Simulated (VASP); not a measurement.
# B2As (P4/mbm) in VASP: further runs

One crystal, B2As, is run at these levels: PBE; tasks: single point, relaxation of cell and atoms.

All numbers are computed with VASP 6.6.1; they aren't measurements. Logs are shortened: lines on timing, memory, paths and dates and some standing lists are left out, and cuts for length are marked.

## (1) Starting point

The structure is tetragonal, space group P4/mbm (No. 127). Conventional cell: a = 5.306 Å, b = 5.306 Å, c = 2.602 Å, α = 90.00°, β = 90.00°, γ = 90.00°. B (site symmetry m2m) has 1 B at 1.61 Å as nearest neighbours. As (site symmetry 4/m) has 4 B at 2.16 Å as nearest neighbours.

The cell was built by a generator and needn't be a form met in nature.

## (2) Single point, PBE

The input, INCAR:

```
SYSTEM = B2As
  ALGO = Fast
  EDIFF = 1E-6
  ENCUT = 520
  GGA = PE
  ISIF = 2
  ISMEAR = 0
  LASPH = .True.
  LCHARG = .False.
  LREAL = .False.
  LWAVE = .False.
  NBANDS = 20
  NELM = 100
  PREC = Accurate
  SIGMA = 0.1
```

The input, KPOINTS:

```
k-points
0
Gamma
  8 8 14
  0 0 0
```

The input, POSCAR:

```
B2As
1.0
    5.3064754666      0.0000000000      0.0000000000
    0.0000000000      5.3064754666      0.0000000000
    0.0000000000      0.0000000000      2.6021260646
B As
4 2
Direct
    0.1075338744      0.3924661256      0.0000000000
    0.3924661256      0.8924661256      0.0000000000
    0.8924661256      0.6075338744      0.0000000000
    0.6075338744      0.1075338744      0.0000000000
    0.0000000000      0.0000000000      0.0000000000
    0.5000000000      0.5000000000      0.0000000000
```

Potentials or basis: VASP PAW PBE potentials, release 64 (B, As).

The run is started by

```
$ cat potpaw_PBE.64/B/POTCAR potpaw_PBE.64/As/POTCAR > POTCAR
$ mpirun -np 1 vasp_std > vasp.out
```

OUTCAR:

```text
SYSTEM = B2As
   EDIFF = 1E-6
   ENCUT = 520
   GGA = PE
   ISIF = 2
   ISMEAR = 0
   LASPH = .True.
   LREAL = .False.
   NELM = 100
   PREC = Accurate

 ion  position               nearest neighbor table
   1  0.108  0.392  0.000-   3 1.61   5 2.16   6 2.16
   2  0.392  0.892  0.000-   4 1.61   5 2.16   6 2.16
   3  0.892  0.608  0.000-   1 1.61   5 2.16   6 2.16
   4  0.608  0.108  0.000-   2 1.61   5 2.16   6 2.16
   5  0.000  0.000  0.000-   1 2.16   2 2.16   3 2.16   4 2.16
   6  0.500  0.500  0.000-   1 2.16   2 2.16   3 2.16   4 2.16

  LATTYP: Found a simple tetragonal cell.
 ALAT       =     5.3064754666
 C/A-ratio  =     0.4903680571

  Lattice vectors:

 A1 = (   5.3064754666,   0.0000000000,   0.0000000000)
 A2 = (   0.0000000000,   5.3064754666,   0.0000000000)
 A3 = (   0.0000000000,   0.0000000000,   2.6021260646)

Analysis of symmetry for initial positions (statically):
=====================================================================
 Subroutine PRICEL returns:
 Original cell was already a primitive cell.

 Routine SETGRP: Setting up the symmetry group for a
 simple tetragonal supercell.

 Subroutine GETGRP returns: Found 16 space group operations
 (whereof  8 operations were pure point group operations)
 out of a pool of 16 trial point group operations.

The static configuration has the point symmetry C_4h.
 The point group associated with its full space group is D_4h.

Analysis of symmetry for dynamics (positions and initial velocities):
=====================================================================
 Subroutine PRICEL returns:
 Original cell was already a primitive cell.

 Routine SETGRP: Setting up the symmetry group for a
 simple tetragonal supercell.

 Subroutine GETGRP returns: Found 16 space group operations
 (whereof  8 operations were pure point group operations)
 out of a pool of 16 trial point group operations.

The dynamic configuration has the point symmetry C_4h.
 The point group associated with its full space group is D_4h.

 Subroutine INISYM returns: Found 16 space group operations
 (whereof  8 operations are pure point group operations),
 and found     1 'primitive' translations

----------------------------------------------------------------------------------------

                                     Primitive cell
[... 96 lines left out ...]
   LASPH  =      T    aspherical Exc in radial PAW
   ENCUT  =  520.0 eV  38.22 Ry    6.18 a.u.   9.87  9.87  4.84*2*pi/ulx,y,z
   NELM   =    100;   NELMIN=  2; NELMDL= -5     # of ELM steps
   EDIFF  = 0.1E-05   stopping-criterion for ELM
   LREAL  =      F    real-space projection
   EDIFFG = 0.1E-04   stopping-criterion for IOM
   NSW    =      0    number of steps for IOM
   IBRION =     -1    ionic relax: 0-MD 1-quasi-New 2-CG
   NFREE  =      0    steps in history (QN), initial steepest desc. (CG)
   ISIF   =      2    stress and relaxation
   ISYM   =      2    0-nonsym 1-usesym 2-fastsym
   POTIM  = 0.5000    time-step for ionic-motion
   TEBEG  =    0.0;   TEEND  =   0.0 temperature during run
   PSTRESS=    0.0 pullay stress
   NELECT =      22.0000    total number of electrons
   NUPDOWN=      -1.0000    fix difference up-down
   EMIN   =  10.00;   EMAX   =-10.00  energy-range for DOS
   EFERMI =   0.00;   METHOD = LEGACY
   ISMEAR =     0;   SIGMA  =   0.10  broadening in eV -4-tet -1-fermi 0-gaus
   EFERMI_NEDOS =   21; number of points for ismear=-14 and -15
   IALGO  =     68    algorithm
   IMIX   =      4    mixing-type and parameters
     AMIX     =   0.40;   BMIX     =  1.00
     AMIX_MAG =   1.60;   BMIX_MAG =  1.00
  volume/ion in A,a.u.               =      12.21        82.41
  Fermi-wavevector in a.u.,A,eV,Ry     =   1.096231  2.071577 16.350433  1.201723
  Thomas-Fermi vector in A             =   2.232569
   LORBIT       =      0    0 simple, 1 ext, 2 COOP (PROOUT), +10 PAW based schemes
   GGA     = PE    functional components
   LHFCALC =     F    Hartree Fock is set to
   AEXX    =    0.0000 exact exchange contribution
   IVDW    =     0    specifies the selected vdW correction
   LEPSILON=     F    determine dielectric tensor
   LRPA    =     F    only Hartree local field effects (RPA)
 non-spin polarized calculation
 RMM-DIIS sequential band-by-band and
 Gauss-broadening in eV      SIGMA  =   0.10
  energy-cutoff  :      520.00
  volume of cell :       73.27
 maximum number of plane-waves:      1994
 NGX is ok and might be reduce to    40
   NGX = 19   NGY = 19   NGZ =  9

 number of electron      22.0000001 magnetization

 Free energy of the ion-electron system (eV)
  ---------------------------------------------------
  ext. energy  EPLUGINS =         0.00000000
  ---------------------------------------------------
  free energy    TOTEN  =       -29.90623018 eV

  energy without entropy =      -29.89842229  energy(sigma->0) =      -29.90232623

 E-fermi :   5.6962     XC(G=0): -10.7720

 val. band max:        5.6900412541   @ k =   0.1250   0.0000   0.4286
 cond. band min:       5.7055344818   @ k =   0.1250   0.1250   0.3571
 fundamental gap:      0.0154932277
 Fermi energy:         5.6961855045

 k-point     1 :       0.0000    0.0000    0.0000
  band No.  band energies     occupation
      1      -9.5188      2.00000
      2      -7.4308      2.00000
      3      -3.3625      2.00000
      4      -2.8778      2.00000
      5      -2.8778      2.00000
      6      -1.3198      2.00000
[... 541 lines left out ...]
     19      14.2813      0.00000
     20      14.2891      0.00000

 [... further k-points ...]
[... 5 lines left out ...]
  --------------------------------------------------------------------------------------
  -------------------------------------------------------------------------------------
  Total        0.2154504      0.2154504      0.0835595      0.0000000      0.0000000      0.0000000
  in kB        4.7110448      4.7110448      1.8271145      0.0000000      0.0000000      0.0000000
  external PRESSURE =       3.7497347 kB  Pullay stress =       0.0000000 kB

 VOLUME and BASIS-vectors are now :
 -----------------------------------------------------------------------------
  energy-cutoff  :      520.00
  volume of cell :       73.27
      direct lattice vectors                 reciprocal lattice vectors
     5.306475467  0.000000000  0.000000000     0.188449001  0.000000000  0.000000000
     0.000000000  5.306475467  0.000000000     0.000000000  0.188449001  0.000000000
     0.000000000  0.000000000  2.602126065     0.000000000  0.000000000  0.384301135

 POSITION                                       TOTAL-FORCE (eV/Angst)
 -----------------------------------------------------------------------------------
      0.57063      2.08261      0.00000        -0.012548      0.012548      0.000000
      2.08261      4.73585      0.00000         0.012548      0.012548      0.000000
      4.73585      3.22386      0.00000         0.012548     -0.012548     -0.000000
      3.22386      0.57063      0.00000        -0.012548     -0.012548      0.000000
      0.00000      0.00000      0.00000         0.000000      0.000000      0.000000
      2.65324      2.65324      0.00000         0.000000      0.000000      0.000000
 -----------------------------------------------------------------------------------
    total drift:                               -0.000000     -0.000000     -0.000000

  FREE ENERGIE OF THE ION-ELECTRON SYSTEM (eV)
  ---------------------------------------------------
  free  energy   TOTEN  =       -29.9062301750 eV

  energy  without entropy=      -29.8984222885  energy(sigma->0) =      -29.90232623
```

OSZICAR:

```text
N       E                     dE             d eps       ncg     rms          rms(c)
DAV:   1     0.459624262709E+02    0.45962E+02   -0.96029E+03  4800   0.963E+02
DAV:   2    -0.283904486179E+02   -0.74353E+02   -0.71382E+02  6476   0.161E+02
DAV:   3    -0.316961456163E+02   -0.33057E+01   -0.32350E+01  6004   0.298E+01
DAV:   4    -0.317233150057E+02   -0.27169E-01   -0.27096E-01  6068   0.274E+00
DAV:   5    -0.317235049302E+02   -0.18992E-03   -0.18990E-03  5996   0.219E-01    0.783E+00
RMM:   6    -0.300565871863E+02    0.16669E+01   -0.23839E+00  4885   0.560E+00    0.384E+00
RMM:   7    -0.299276073386E+02    0.12898E+00   -0.78121E-01  5109   0.356E+00    0.156E+00
RMM:   8    -0.299089028195E+02    0.18705E-01   -0.66267E-02  5195   0.136E+00    0.321E-01
RMM:   9    -0.299063528444E+02    0.25500E-02   -0.16328E-02  5548   0.554E-01    0.930E-02
RMM:  10    -0.299061872609E+02    0.16558E-03   -0.17982E-03  5593   0.226E-01    0.199E-02
RMM:  11    -0.299062210752E+02   -0.33814E-04   -0.25504E-04  5850   0.738E-02    0.159E-02
RMM:  12    -0.299062301521E+02   -0.90770E-05   -0.42803E-05  5737   0.307E-02    0.861E-03
RMM:  13    -0.299062298766E+02    0.27551E-06   -0.13547E-05  5514   0.135E-02    0.129E-03
RMM:  14    -0.299062301750E+02   -0.29841E-06   -0.24518E-06  4348   0.627E-03
   1 F= -.29906230E+02 E0= -.29902326E+02  d E =-.780789E-02
```

stdout:

```text
POSCAR found type information on POSCAR B As
 POSCAR found :  2 types and       6 ions
 scaLAPACK will be used
 LDA part: xc-table for (Slater+PW92), standard interpolation
 POSCAR, INCAR and KPOINTS ok, starting setup
 FFT: planning ... GRIDC
 FFT: planning ... GRID_SOFT
 FFT: planning ... GRID
 WAVECAR not read
 entering main loop
```

Run time: 3.9 min. Hardware: 1 thread of Intel Xeon Platinum 8375C at 2.90GHz (Ice Lake), shared host; peak memory 0.28 GiB.

What came out:

```yaml
Free_energy: -29.9062 eV
Pressure: 0.4 GPa
Largest_force: 0.018 eV/Å
Band_gap_on_the_k_mesh: none (metal or under the smearing width)
```

Forces in eV/Å, atoms in the order of the input:
```
B   -0.013  0.013  0.000
B    0.013  0.013  0.000
B    0.013 -0.013  0.000
B   -0.013 -0.013  0.000
As   0.000  0.000  0.000
As   0.000  0.000  0.000
```

Stress tensor (GPa, compression positive):
```
0.47 0.00 0.00
0.00 0.47 0.00
0.00 0.00 0.18
```

Levels at points of the mesh, in eV from the Fermi level:
| k point | band 7 | band 8 | band 9 | band 10 | band 11 | band 12 | band 13 | band 14 | band 15 | band 16 |
| --- | --- | --- | --- | --- | --- | --- | --- | --- | --- | --- |
| (0.00, 0.00, 0.00) | -5.38 | -5.38 | -2.42 | 2.01 | 2.92 | 2.93 | 4.89 | 5.75 | 5.75 | 6.41 |
| (0.50, 0.00, 0.00) | -4.16 | -4.16 | -0.75 | -0.75 | 2.36 | 2.36 | 3.87 | 3.87 | 6.20 | 6.20 |
| (0.50, 0.50, 0.00) | -3.84 | -3.84 | -2.39 | -2.39 | -0.31 | -0.31 | 4.40 | 4.40 | 5.58 | 5.58 |
| (0.00, 0.00, 0.50) | -5.09 | -4.24 | -3.01 | -3.01 | -2.97 | -0.66 | -0.46 | -0.46 | -0.13 | 4.45 |
| (0.50, 0.00, 0.50) | -4.82 | -4.82 | -2.67 | -2.67 | -2.04 | -2.04 | 0.70 | 0.70 | 1.32 | 1.32 |
| (0.50, 0.50, 0.50) | -4.11 | -4.11 | -2.03 | -2.03 | -1.79 | -1.79 | 0.41 | 0.41 | 2.56 | 2.56 |

## (3) Relaxation of cell and atoms, PBE

This run uses another cell than the first one, of 12.24 Å³/atom, 1.003 times its volume.

The input, INCAR:

```
PREC = Accurate
ENCUT = 600
EDIFF = 1E-6
ISMEAR = 0
SIGMA = 0.1
LREAL = F
LASPH = T
NELM = 100
ALGO = Fast
ISIF = 3
LWAVE = F
LCHARG = F
GGA = PE
IBRION = 2
NSW = 100
EDIFFG = -0.01
```

The input, KPOINTS:

```
regular mesh
0
Gamma
  8 8 14
```

The input, POSCAR:

```
B2As
1.0
    5.2998338532      0.0000000000      0.0000000000
    0.0000000000      5.2998338532      0.0000000000
    0.0000000000      0.0000000000      2.6152994192
B As
4 2
Direct
    0.1077362066      0.3922637934      0.0000000000
    0.3922637934      0.8922637934      0.0000000000
    0.8922637934      0.6077362066      0.0000000000
    0.6077362066      0.1077362066      0.0000000000
    0.0000000000      0.0000000000      0.0000000000
    0.5000000000      0.5000000000      0.0000000000
```

Potentials or basis: VASP PAW PBE potentials, release 64 (B, As).

The run is started by

```
$ cat potpaw_PBE.64/B/POTCAR potpaw_PBE.64/As/POTCAR > POTCAR
$ mpirun -np 1 vasp_std > vasp.out
```

Run time: 12 min. Hardware: 1 thread of Intel Xeon Platinum 8375C at 2.90GHz (Ice Lake), shared host; peak memory 0.32 GiB.

Results (log left out):

```
Free energy                            : -29.9096 eV
Relaxed volume                         : 12.25 Å³/atom
Relaxed cell                           : a = 5.313 Å, b = 5.313 Å, c = 2.603 Å, α = 90.00°, β = 90.00°, γ = 90.00°
Space group after relaxing (to 0.05 Å) : P4/mbm (No. 127)
Energy gained by relaxing              : 0.3 meV/atom
Ionic steps                            : 7
Pressure after relaxing                : 0.0 GPa
```

Step by step:
```csv
step,energy change (eV),largest force (eV/Å),pressure (GPa),volume (Å³)
1,0.0000,0.0500,0.27,73.46
2,-0.0017,0.0116,-0.26,73.67
3,-0.0017,0.0115,-0.26,73.68
4,-0.0018,0.0294,0.05,73.49
5,-0.0018,0.0203,-0.02,73.53
6,-0.0019,0.0102,0.01,73.47
7,-0.0019,0.0002,0.00,73.49
```

Final structure:
```
B As
1.0
     5.31302    0.00000    0.00000
     0.00000    5.31302    0.00000
     0.00000    0.00000    2.60337
B As
4 2
Direct
  0.10739 0.39261 0.00000
  0.39261 0.89261 0.00000
  0.89261 0.60739 0.00000
  0.60739 0.10739 0.00000
  0.00000 0.00000 0.00000
  0.50000 0.50000 0.00000
```

Levels at points of the mesh, in eV from the Fermi level:
```csv
k point,band 8,band 9,band 10,band 11,band 12,band 13,band 14,band 15
"(0.00, 0.00, 0.00)",-5.37,-2.41,1.99,2.92,2.94,4.88,5.72,5.72
"(0.50, 0.00, 0.00)",-4.15,-0.76,-0.76,2.35,2.35,3.87,3.87,6.19
"(0.50, 0.50, 0.00)",-3.84,-2.39,-2.39,-0.32,-0.32,4.40,4.40,5.58
"(0.00, 0.00, 0.50)",-4.26,-3.00,-3.00,-2.97,-0.67,-0.45,-0.45,-0.12
"(0.50, 0.00, 0.50)",-4.80,-2.67,-2.67,-2.03,-2.03,0.70,0.70,1.31
"(0.50, 0.50, 0.50)",-4.10,-2.03,-2.03,-1.78,-1.78,0.40,0.40,2.55
```

Caveat: the bands computed are all filled at some k points, so no gap is given.
